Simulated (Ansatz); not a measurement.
What does this script print? It uses Ansatz 0.2.0 through its Python package.

Contents of `input.yaml`:
```yaml
crystal:
  lattice:
    - [3.562419, 0.0, 0.0]
    - [-1.781209, 3.085145, 0.0]
    - [0.0, 0.0, 31.563266]
  atoms:
    - { symbol: Te, position: [0.0, 0.0, 0.943238] }
    - { symbol: Te, position: [0.333333, 0.666667, 0.711014] }
    - { symbol: Te, position: [0.333333, 0.666667, 0.175596] }
    - { symbol: Te, position: [0.333333, 0.666667, 0.824404] }
    - { symbol: Te, position: [0.333333, 0.666667, 0.288986] }
    - { symbol: Te, position: [0.0, 0.0, 0.056762] }
    - { symbol: Mo, position: [0.0, 0.0, 0.767694] }
    - { symbol: Mo, position: [0.0, 0.0, 0.232306] }
    - { symbol: Mo, position: [0.333333, 0.666667, 0.0] }
kpoints:
  mp_grid: { kspacing: 0.3 }
hamiltonian:
  xc: pbesol
scf:
  occupations: { method: gaussian, width: 0.1 }
  mixing: { algorithm: anderson, beta: 0.3, ndim: 2 }
basis:
  ecutwfc: "33.1 Ry"
output:
  forces: true
```

The script, `te2mo.py`:
```python
"""Run a YAML input for Te2Mo from Python."""

import ansatz as az
import numpy as np


def main() -> None:
    planned = az.Session.from_deck("input.yaml").plan(threads=1, pin="off")
    outcome = planned.execute()
    rep = outcome.report

    print(f"free energy      {rep['free_energy_ev']:.5f} eV")
    print(f"per atom         {rep['free_energy_ev'] / len(outcome.lattice.sites):.5f} eV")
    print(f"SCF iterations   {rep['n_iterations']}  (converged: {rep['converged']})")

    # forces in eV per angstrom
    forces = np.array(rep["forces_ev_ang"])
    norms = np.linalg.norm(forces, axis=1)
    print("largest force {:.4f} eV/A on atom {}".format(norms.max(), norms.argmax()))
    print(np.array2string(forces, precision=4, suppress_small=True))

    print("energy terms (eV)")
    for term, value in rep["components"].items():
        if abs(value) > 1e-9:
            print(f"  {term:26s} {value:16.5f}")

    print("doubts on the final state:", rep["published_state_doubts"] or "none")
    print("warnings:", sorted({n["data"]["kind"] for n in outcome.notices if n["data"].get("severity") in ("warning", "doubt")}) or "none")


if __name__ == "__main__":
    main()
```

Output of `python te2mo.py`:
```text
DeckWarning: the atoms were moved onto the symmetric positions of the space group found under crystal.symmetry.tolerance 1.0e-5 (fractional; no operation is sought that the atoms, as they stand in a round, miss by more than twice it, and no atom is moved by as much as it), and the run uses the moved positions. Before [...]
free energy      -56103.87501 eV
per atom         -6233.76389 eV
SCF iterations   16  (converged: True)
largest force 0.1778 eV/A on atom 4
[[ 0.     -0.      0.1249]
 [-0.      0.      0.1778]
 [-0.      0.      0.0984]
 [-0.      0.     -0.0984]
 [-0.      0.     -0.1778]
 [ 0.     -0.     -0.1249]
 [ 0.     -0.     -0.0112]
 [ 0.     -0.      0.0112]
 [-0.      0.     -0.    ]]
energy terms (eV)
  e_band                          -2558.24266
  e_kinetic                        2411.03318
  e_local                        -97527.86496
  e_nonlocal                      -1409.20225
  e_hartree                       48999.91091
  e_xc                            -1287.76211
  e_vxc                           -1310.89565
  e_paw                          -36942.78369
  e_vpaw                          -2721.20245
  e_augmentation_tail                -0.00002
  e_ewald                         29649.91714
  e_core_change                       2.87679
doubts on the final state: none
warnings: none
```
(Warnings from the package without file and line, shortened, repeats left out.)

The settings weren't tested for convergence. No spin polarisation was allowed. The cell holds layers, chains or clusters in vacuum, no bulk phase. The energy terms are those on the plane-wave grid, with the one-centre PAW part apart; e_band, e_vxc and e_vpaw aren't summands of the total. This cell is a computed structure, which may not be the phase found in nature. Gaps and levels are Kohn-Sham values on a finite set of k-points, without spin-orbit coupling. The whole script took 26 s on 1 thread of Arm Neoverse V2 (shared host), peak memory 0.62 GiB.

(Lines on the test bed's own set-up are left out of the output.)
